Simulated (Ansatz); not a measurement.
The cell is AgI (started from an entry of an open crystallographic database); cell and atoms were relaxed with r2SCAN. The symmetry is P6_3mc (No. 186, hexagonal); conventional cell a = 4.651 Å, c = 7.600 Å, 35.59 Å³ an atom. Around Ag lie 4 I at 2.85 Å; around I lie 4 Ag at 2.85 Å.

```yaml
crystal:
  lattice:
    - [4.65075, 0.00000, 0.00000]
    - [-2.32537, 4.02766, 0.00000]
    - [0.00000, 0.00000, 7.59971]
  atoms:
    - { symbol: Ag, position: [0.66667, 0.33333, 0.62752] }
    - { symbol: Ag, position: [0.33333, 0.66667, 0.12752] }
    - { symbol: I, position: [0.66667, 0.33333, 0.00248] }
    - { symbol: I, position: [0.33333, 0.66667, 0.50248] }
```

The questions ask for values computed with the plane-wave code Ansatz on this geometry. Calculated for a static, non-magnetic cell.

**Question.** What gap does PBE give, and where are the band edges?

**Answer.** The PBE gap is direct at Γ: 1.37 eV.

**Question.** What does r2SCAN give for the gap (6×6×4 mesh)?

**Answer.** The r2SCAN gap is direct at Γ: 1.86 eV. The gap differs by +0.49 eV from PBE's.

**Question.** How does the gap change from PBE to DDH-PBE0 (6×6×2)?

**Answer.** DDH-PBE0 gives a direct gap of 2.78 eV at Γ. The share of exact exchange is 0.195. The gap differs by +1.41 eV from PBE's.

**Question.** Estimate the gap with PBE0 on 6×6×2.

**Answer.** The PBE0 gap is direct at Γ: 3.19 eV. The gap differs by +1.82 eV from PBE's.

**Question.** How strongly does the crystal screen a field with clamped ions (PBE)?

**Answer.** ε∞: 5.10 along x and y, 5.16 along z. Born charges, averaged over directions: Ag +1.24, I -1.24 e.

**Question.** Relaxed again with PBEsol, is the cell stable at the zone centre, and where do its optical modes lie?

**Answer.** The zone-centre optical frequencies run from 20 to 124 cm⁻¹, none imaginary (the rest of the zone wasn't tested). The long-range field leaves the highest mode where it is. The program warns that the force constants, and all that is formed from them, aren't settled on this k mesh.

No spin-orbit coupling is included; it can move band edges with weight on the heavy atoms by tenths of an eV.

The meshes of the hybrids are coarse, so their gaps aren't converged to the digits shown.
